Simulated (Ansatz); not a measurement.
# Ca7F16: the cost of one run

Program: Ansatz 0.2.0. Level of theory: DFT PBE, scalar-relativistic, plane waves, PAW. These are calculated values, not measurements.

2 further runs of the same task are left out: 2 set aside as unsound or not needed.

## (1) The system as given

The structure is cubic, space group Fm-3m (No. 225). Conventional cell: a = 11.021 Å, b = 11.021 Å, c = 11.021 Å, α = 90.00°, β = 90.00°, γ = 90.00°. Ca (site symmetry mmm) is surrounded by 8 F at 2.39 Å. Ca (site symmetry m-3m) is surrounded by 8 F at 2.39 Å. F (site symmetry 3m) has 3 Ca at 2.39 Å as nearest neighbours. F (site symmetry 3m) has 4 Ca at 2.39 Å as nearest neighbours.

The input asks for a charge of -2 e on the cell.

Structure file:

```cif
data_structure
_symmetry_space_group_name_H-M 'P 1'
_symmetry_Int_Tables_number 1
_cell_length_a 7.7929
_cell_length_b 7.7929
_cell_length_c 7.7929
_cell_angle_alpha 60.000
_cell_angle_beta 60.000
_cell_angle_gamma 60.000
_cell_volume 334.65
loop_
_atom_site_label
_atom_site_type_symbol
_atom_site_fract_x
_atom_site_fract_y
_atom_site_fract_z
_atom_site_occupancy
Ca1 Ca 0.00000 0.00000 0.50000 1
Ca2 Ca 0.50000 0.50000 0.50000 1
Ca3 Ca 0.00000 0.50000 0.50000 1
Ca4 Ca 0.50000 0.00000 0.00000 1
Ca5 Ca 0.00000 0.00000 0.00000 1
Ca6 Ca 0.50000 0.50000 0.00000 1
Ca7 Ca 0.00000 0.50000 0.00000 1
F1 F 0.62500 0.12500 0.12500 1
F2 F 0.12500 0.12500 0.12500 1
F3 F 0.62500 0.62500 0.12500 1
F4 F 0.12500 0.62500 0.12500 1
F5 F 0.62500 0.12500 0.62500 1
F6 F 0.12500 0.12500 0.62500 1
F7 F 0.62500 0.62500 0.62500 1
F8 F 0.12500 0.62500 0.62500 1
F9 F 0.87500 0.37500 0.37500 1
F10 F 0.37500 0.37500 0.37500 1
F11 F 0.87500 0.87500 0.37500 1
F12 F 0.37500 0.87500 0.37500 1
F13 F 0.87500 0.37500 0.87500 1
F14 F 0.37500 0.37500 0.87500 1
F15 F 0.87500 0.87500 0.87500 1
F16 F 0.37500 0.87500 0.87500 1
```

It is built from the cell relaxed beforehand with the same method (13.94 Å³/atom).

## (2) Setting up the jump

The supercell lacks one Ca atom, at fractional position (0.500, 0.000, 0.500), and holds 23 atoms and a charge of -2 e on a uniform background. Atom 1 (Ca), 3.90 Å away, is to jump into the empty site. The cell is fixed.

## (3) Relaxing around the vacancy

File input.yaml:

```yaml
crystal:
  lattice:
    - [0.0, 5.5104366697, -5.5104366697]
    - [-5.5104366697, 0.0, -5.5104366697]
    - [-5.5104366697, 5.5104366697, 0.0]
  atoms:
    - { symbol: Ca, position: [0.0, 1.0, 0.5] }
    - { symbol: Ca, position: [0.5, 0.5, 0.5] }
    - { symbol: Ca, position: [0.0, 0.5, 0.5] }
    - { symbol: Ca, position: [0.5, 0.0, 0.0] }
    - { symbol: Ca, position: [0.0, 1.0, 0.0] }
    - { symbol: Ca, position: [0.5, 0.5, 0.0] }
    - { symbol: Ca, position: [0.0, 0.5, 0.0] }
    - { symbol: F, position: [0.625, 0.125, 0.125] }
    - { symbol: F, position: [0.125, 0.125, 0.125] }
    - { symbol: F, position: [0.625, 0.625, 0.125] }
    - { symbol: F, position: [0.125, 0.625, 0.125] }
    - { symbol: F, position: [0.625, 0.125, 0.625] }
    - { symbol: F, position: [0.125, 0.125, 0.625] }
    - { symbol: F, position: [0.625, 0.625, 0.625] }
    - { symbol: F, position: [0.125, 0.625, 0.625] }
    - { symbol: F, position: [0.875, 0.375, 0.375] }
    - { symbol: F, position: [0.375, 0.375, 0.375] }
    - { symbol: F, position: [0.875, 0.875, 0.375] }
    - { symbol: F, position: [0.375, 0.875, 0.375] }
    - { symbol: F, position: [0.875, 0.375, 0.875] }
    - { symbol: F, position: [0.375, 0.375, 0.875] }
    - { symbol: F, position: [0.875, 0.875, 0.875] }
    - { symbol: F, position: [0.375, 0.875, 0.875] }
total_charge: -2
basis:
  ecutwfc: 420
kpoints:
  mp_grid: { grid: [4, 4, 4] }
hamiltonian:
  xc: pbe
scf:
  occupations: { method: gaussian, width: 0.05 }
output:
  forces: true
  stress: true
  eigenvalues: true
  write_density: true
  write_potential: true
  elf: true
  volumetric_format: npy
relax:
  adjacent_minimum: "off"
  f_tol: 0.02
  max_steps: 50
```

On the command line:

```
$ ansatz run input.yaml --threads 4 --pin off --max-ram 9216MiB --backend cpu --events-out ev --progress --plain --runs-dir out
```

**Question.** How long does this run take on 4 threads of Arm Neoverse V1, shared host, and how much memory does it need?

About 33 s, with a peak of 1.1 GiB.
